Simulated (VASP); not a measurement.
A run of VASP 6.6.1 is set up as follows.

File POSCAR:

```
GaSb
1.0
    0.0000000000      3.0590000000      3.0590000000
    3.0590000000      0.0000000000      3.0590000000
    3.0590000000      3.0590000000      0.0000000000
Sb Ga
1 1
Direct
    0.7500000000      0.7500000000      0.7500000000
    0.0000000000      0.0000000000      0.0000000000
```

The input INCAR.step1:

```
SYSTEM = GaSb
PREC = Accurate ; ENCUT = 600
EDIFF = 1E-5 ; ISMEAR = 0
SIGMA = 0.05 ; LREAL = .FALSE.
LASPH = .TRUE. ; NELM = 100
ALGO = Normal ; LWAVE = .TRUE.
LCHARG = .FALSE. ; GGA = PE
```

Contents of INCAR.step2:

```
SYSTEM = GaSb
PREC = Accurate ; ENCUT = 600
EDIFF = 1E-6 ; ISMEAR = 0
SIGMA = 0.05 ; LREAL = .FALSE.
LASPH = .TRUE. ; NELM = 100
ALGO = Normal ; ISIF = 3
LWAVE = .FALSE. ; LCHARG = .FALSE.
METAGGA = TPSS ; LHFCALC = .TRUE.
AEXX = 0.1 ; LMIXTAU = .TRUE.
PRECFOCK = Fast ; HFRCUT = -1
IBRION = 2 ; NSW = 60
EDIFFG = -0.02 ; ISTART = 1
```

File KPOINTS:

```
regular mesh
0
G
  4 4 4
  0 0 0
```

Potentials or basis: VASP PAW PBE potentials, release 64 (Sb, Ga_d).

Command:

```bash
$ cat potpaw_PBE.64/Sb/POTCAR potpaw_PBE.64/Ga_d/POTCAR > POTCAR
$ cp INCAR.step1 INCAR
$ mpirun -np 1 vasp_std > vasp.out
$ cp INCAR.step2 INCAR
$ mpirun -np 1 vasp_std > vasp.out
```

(1) What does it give for the relaxed cell?

(2) Estimate the relaxed volume.

Results:

(1) a = 4.343 Å, b = 4.343 Å, c = 4.343 Å, α = 60.00°, β = 60.00°, γ = 60.00°.

(2) 28.95 Å³/atom.

Caveat: the k mesh is coarse (spacing up to 0.44 Å⁻¹), so the values aren't converged, least of all with exact exchange; the PAW data sets were made with another functional, which shifts forces and pressure a little.
